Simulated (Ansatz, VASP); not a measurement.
# Two plane-wave programs on NaF (Villiaumite)

The input INCAR:

```
  ALGO = Normal
  EDIFF = 1E-6
  EDIFFG = -0.005
  ENCUT = 600
  GGA = PE
  IBRION = 2
  ISIF = 3
  ISMEAR = 0
  IVDW = 12
  LASPH = T
  LCHARG = F
  LREAL = F
  LWAVE = F
  NELM = 60
  NSW = 70
  PREC = Accurate
  SIGMA = 0.02
```

KPOINTS

```
k-points
0
Gamma
  8 8 8
```

The input POSCAR:

```
NaF
1.0
    0.0000000000      2.3497438127      2.3497438127
    2.3497438127      0.0000000000      2.3497438127
    2.3497438127      2.3497438127      0.0000000000
Na F
1 1
Direct
    0.0000000000      0.0000000000      0.0000000000
    0.5000000000      0.5000000000      0.5000000000
```

Input for Ansatz:

```yaml
crystal:
  lattice:
    - [0.0, 2.3497438127, 2.3497438127]
    - [2.3497438127, 0.0, 2.3497438127]
    - [2.3497438127, 2.3497438127, 0.0]
  atoms:
    - { symbol: Na, position: [0.0, 0.0, 0.0] }
    - { symbol: F, position: [0.5, 0.5, 0.5] }
basis:
  ecutwfc: 420
kpoints:
  mp_grid: { grid: [8, 8, 8] }
hamiltonian:
  xc: pbe
  dispersion: d3bj
scf:
  occupations: { method: gaussian, width: 0.02 }
output:
  forces: true
  stress: true
  eigenvalues: true
relax:
  adjacent_minimum: "off"
  f_tol: 0.005
  max_steps: 50
  cell: { stress_tol: 0.05 }
```

Alike in both runs: task relaxation of cell and atoms; functional PBE; dispersion D3(BJ); k mesh 8 × 8 × 8; occupations gaussian, width 0.02 eV; no spin polarisation.

|  | VASP | Ansatz |
| --- | --- | --- |
| version | VASP 6.6.1 | Ansatz 0.2.0 |
| potentials or method | VASP PAW PBE potentials, release 64 (Na_pv, F) | scalar-relativistic, plane waves, PAW |
| plane-wave cutoff (eV) | 600 | 420 |
| valence electrons in the cell | 14 | 16 |

|  | VASP | Ansatz | Ansatz less VASP |
| --- | --- | --- | --- |
| gap on the k mesh at the Fermi level, each at its own relaxed structure (eV) | 6.35 | 6.33 | -0.015 |
| relaxed volume (Å³/atom) | 12.34 | 12.40 | +0.063 |
| relaxed cell length with the largest relative difference (Å) | 3.268 | 3.273 | +0.0056 |
| energy change over the relaxation (meV/atom) | -5 | -4 | +0.9 |

The two sets of potentials don't hold the same shells in valence.

PBE gaps usually lie below the measured ones, often by a third to a half.
